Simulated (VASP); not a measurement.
Cl: single point with PBEsol

Crystal: Cl.

```
Cl
1.0
     3.14500   -2.25000    0.00000
     3.14500    2.25000    0.00000
     0.00000    0.00000    8.21000
Cl
4
Direct
  0.38678 0.62888 0.40016
  0.12135 0.88168 0.90159
  0.62675 0.36759 0.60135
  0.86819 0.13529 0.09859
```

The cell isn't the ideal one: atoms moved at random, drawn with an rms of 0.05 Å.

```yaml
Program: VASP 6.6.1
Task: single point
Functional: PBEsol
Potentials_or_basis: VASP PAW PBE potentials, release 64 (Cl)
Cutoff: 520 eV
k_mesh: 7 × 7 × 4
Occupations: fermi-dirac, width 0.05 eV
Spin: no spin polarisation
Ladder: free
Further_INCAR_settings: ALGO = Normal; EDIFF = 1e-07; NBANDS = 22
```

```json
{
  "Pressure": "-0.3 GPa",
  "Largest force": "0.365 eV/Å",
  "Band gap on the k mesh": "2.61 eV, indirect (least direct gap 2.65 eV)"
}
```

Forces in eV/Å, atoms in the order of the input:
```
Cl  -0.035 -0.088  0.008
Cl  -0.007 -0.120 -0.340
Cl   0.035  0.078 -0.008
Cl   0.007  0.131  0.341
```

Stress tensor (GPa, compression positive):
```
 0.11 -0.02  0.04
-0.02 -0.50  0.53
 0.04  0.53 -0.45
```

Levels at points of the mesh, in eV from the valence-band top:
```csv
k point,band 10,band 11,band 12,band 13,band 14,band 15,band 16,band 17,band 18,band 19
"(0.00, 0.00, 0.00)",-2.26,-0.70,-0.38,-0.13,-0.04,2.61,3.25,6.66,7.28,8.73
"(0.00, 0.00, 0.50)",-2.26,-0.63,-0.62,-0.09,-0.09,2.75,2.91,7.24,7.25,9.51
```

It took 110 s on 1 thread of AMD EPYC 9R45 (Zen 5), with other jobs on the host, peak memory 0.29 GiB.

Caveat: the PAW data sets were made with another functional, which shifts forces and pressure a little; an odd mesh through Γ misses points on the zone boundary, where band edges often lie.
